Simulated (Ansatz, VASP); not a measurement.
## Two plane-wave programs on CoO

```
Co O
1.0
     1.54534    0.89220    2.29850
    -1.54534    0.89220    2.29850
     0.00000   -1.78441    2.29850
Co O
1 1
Direct
  0.00000 0.00000 0.00000
  0.50000 0.50000 0.50000
```

The cell is a database's computed one.

Alike in both runs: task single point; functional PBE; k mesh 18 × 18 × 18; occupations gaussian, width 0.1 eV; collinear spin.

|  | VASP | Ansatz |
| --- | --- | --- |
| version | VASP 6.6.1 | Ansatz 0.2.0 |
| potentials or method | VASP PAW PBE potentials, release 64 (Co, O) | scalar-relativistic, plane waves, PAW |
| plane-wave cutoff (eV) | 520 | 420 |
| valence electrons in the cell | 15 | 23 |

|  | VASP | Ansatz | Ansatz less VASP |
| --- | --- | --- | --- |
| gap on the k mesh at the Fermi level (eV) | none | none | - |
| pressure (GPa) | -0.6 | 0.0 | +0.64 |
| largest component of the traceless stress (GPa) | 0.17 | 0.01 | -0.158 |
| net moment per atom (μB) | 1.42 | 1.44 | +0.018 |
| size of the moment on the site where the two differ most (μB) | 2.51 | 2.46 | -0.054 |

Site moments also hang on the region over which each program counts them. A gap of «none» marks a metal or a gap that the smearing closes. The two sets of potentials don't hold the same shells in valence. Ansatz warned: «stability_check_not_made».

Caveats: a cell with one magnetic atom can't hold antiferromagnetic order, which such compounds often take; semilocal functionals often make such compounds metallic where correlation or magnetic order opens a gap, which also shifts bond lengths. With open d or f shells a metallic result of PBE can be an artefact of self-interaction; +U or a hybrid may open a gap.
